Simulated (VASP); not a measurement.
Crystal: BN.

```xyz
2
Lattice="1.2511 0.7223 3.3729 -1.2511 0.7223 3.3729 0.0000 -1.4447 3.3729" Properties=species:S:1:pos:R:3 pbc="T T T"
N     0.0000    0.0000    6.7517
B     0.0000    0.0000    0.0033
```

The cell is a database's computed one.

Base run:

| Item | Value |
| --- | --- |
| Program | VASP 6.6.1 |
| Functional | revTPSS |
| Potentials or basis | VASP PAW PBE potentials, release 64 (N, B) |
| Cutoff | 520 eV |
| k mesh | 12 × 12 × 12 |
| Occupations | fermi-dirac, width 0.05 eV |
| Spin | no spin polarisation |

Its results: band gap on the k mesh 4.41 eV, indirect (least direct gap 4.88 eV).

Problem. The run is repeated on the same cell with these changes: functional from revTPSS to TB-mBJ; further incar settings from ALGO = Normal; EDIFF = 1e-06 to ALGO = Normal; EDIFF = 1e-07; NBANDS = 11. What comes out?

Solution. Band gap on the k mesh 5.90 eV, indirect (least direct gap 6.57 eV).

A k mesh can miss the band edges.
